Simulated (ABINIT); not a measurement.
Write the native input for ABINIT 10.8.3 (patched build) that does the following.

* Task: single point
* Functional: PBEsol
* Potentials or basis: PseudoDojo NC SR PBEsol v0.4 stringent
* Cutoff: 1415 eV
* k mesh: 13 × 13 × 13
* Occupations: fermi-dirac, width 0.05 eV
* Spin: collinear spin, ferromagnetic start
* Starting moments: [1.0] μB

Ni:

```
Ni
1.0
    -1.38372    1.38372    1.38372
     1.38372   -1.38372    1.38372
     1.38372    1.38372   -1.38372
Ni
1
Cartesian
  0.0000 0.0000 0.0000
```

This isn't the form of Ni at room conditions, which is fcc.

These files were run (other wordings do the same):

run.abi

```
# Pseudopotentials
pp_dirpath "./"
pseudos "Ni.upf"

# Structure
acell 3*1.0
rprim
    -2.6148432727     2.6148432727     2.6148432727
     2.6148432727    -2.6148432727     2.6148432727
     2.6148432727     2.6148432727    -2.6148432727
ntypat 1
znucl 28
natom 1
typat 1
xred
     0.0000000000     0.0000000000     0.0000000000

# Plane-wave basis
ecut 52.0

# k points
kptopt 1
ngkpt 13 13 13
nshiftk 1
shiftk 0.0 0.0 0.0

# Exchange and correlation
ixc -116133

# Bands and occupations
nband 14
occopt 3
tsmear 0.00183747

# Spin
nsppol 2
spinat
     0.0000000000     0.0000000000     1.0000000000

# SCF cycle
nstep 100
tolvrs 1.0e-10

# Output
iomode 3
prtwf 0
prtden 0
prteig 0
prtebands 0
```

Potentials or basis: PseudoDojo NC SR PBEsol v0.4 stringent.

The run is started by

```bash
$ abinit run.abi > log 2>&1
```

It gave:

```json
{
  "Pressure": "-2.4 GPa",
  "Band gap on the k mesh": "none (metal or under the smearing width)",
  "Net moment": "0.60 μB per cell",
  "Site moments": "Ni +0.63 μB",
  "Valence electrons inside the program's atomic spheres": "Ni 16.37 (radii [1.0584] Å)"
}
```

Wall time 100 s on 1 thread of Intel(R) Xeon(R) Platinum 8488C (Sapphire Rapids), with other jobs on the host, peak memory 0.11 GiB.
